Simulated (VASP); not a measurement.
Runs of VASP 6.6.1 on CdTe. The structure is cubic, space group F-43m (No. 216). Conventional cell: a = 6.410 Å, b = 6.410 Å, c = 6.410 Å, α = 90.00°, β = 90.00°, γ = 90.00°. Around Cd (site symmetry -43m) lie 4 Te at 2.78 Å. Te (site symmetry -43m) has 4 Cd at 2.78 Å as nearest neighbours. 

```csv
task,level,potentials or basis,cell,gap on the mesh (eV),pressure (GPa)
single point,PBE,"VASP PAW PBE potentials, release 64 (Cd, Te)",as given,0.87,4.4
electric field gradients,PBE,"VASP PAW PBE potentials, release 64 (Cd, Te)",as given,0.87,4.4
electric field gradients,LDA,"VASP PAW LDA potentials, release 64 (Cd, Te)","functional lda, volume scaled by 1.04, PAW files",0.53,-1.4
electric field gradients,r2SCAN,"VASP PAW PBE potentials, release 64 (Cd, Te)","functional r2scan, volume scaled by 1.04, PAW files",1.25,(a)
```

Alike in all rows: no spin polarisation; k mesh 10 × 10 × 10; cutoff (eV) 520; smearing fermi-dirac 0.08 eV.

Problem. Estimate the missing entries.

Solution. (a) 1.4.

Caveats: spin-orbit coupling is left out, which moves the levels of the heavy elements; the PAW data sets were made with another functional, which shifts forces and pressure a little (some runs).

A k mesh can miss the band edges, and the runs leave out spin-orbit coupling on Cd, Te.
